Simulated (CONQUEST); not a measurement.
InP under changes of volume

One of the cells (25.167 Å³/atom); the others are scaled copies at fixed shape and fractional positions:

```xyz
4
Lattice="4.1444 0.0000 0.0000 0.0000 4.1444 0.0000 0.0000 0.0000 5.8610" Properties=species:S:1:pos:R:3 pbc="T T T"
In    0.0000    0.0000    0.0000
In    2.0722    2.0722    2.9305
P     0.0000    2.0722    1.4652
P     2.0722    0.0000    4.3957
```

| Item | Value |
| --- | --- |
| Program | CONQUEST 1.3 |
| Functional | PBE |
| Potentials or basis | PseudoDojo NC PBE, DZ, grid of 40 × 40 × 60 points |
| k mesh | 7 × 7 × 5 |
| Occupations | fermi-dirac, width 0.05 eV |
| Spin | no spin polarisation |

```tsv
volume (Å³/atom)	energy over the lowest point (meV/atom)	pressure (GPa)	gap on the mesh (eV)
23.657	96.39	10.5	1.09
24.160	67.09	8.4	0.96
24.663	43.71	6.5	0.84
25.167	?	?	?
25.670	12.59	3.4	0.60
26.173	4.35	1.9	0.48
26.677	0.00	0.8	0.37
```

Question: What does the run at 25.167 Å³/atom give?

Answer: Energy over the lowest point 25.74 meV/atom; pressure 5.0 GPa; gap on the mesh 0.71 eV.

Worked out: A Birch-Murnaghan fit of order 3 (a polynomial in V^(-2/3)) to the other rows has its minimum at 26.97 Å³/atom, just outside them, with B0 = V·E''(V) = 63 GPa and B' = 3.5. It gives 25.67 meV/atom at 25.167 Å³/atom, against the run's 25.74, and -dE/dV = 4.9 GPa, against 5.0. A straight line through the other rows of the gap, of slope -5.99 eV per unit of ln V, gives 0.72 eV, against the run's 0.71.

Energies are extrapolated to zero smearing.

Caveats: the atomic basis is small; spin-orbit coupling is left out, which moves the levels of the heavy elements; an odd mesh through Γ misses points on the zone boundary, where band edges often lie; the basis of atomic orbitals isn't converged, which shifts pressures, moduli and gaps; the real-space grid breaks the cell's symmetry a little (some runs).
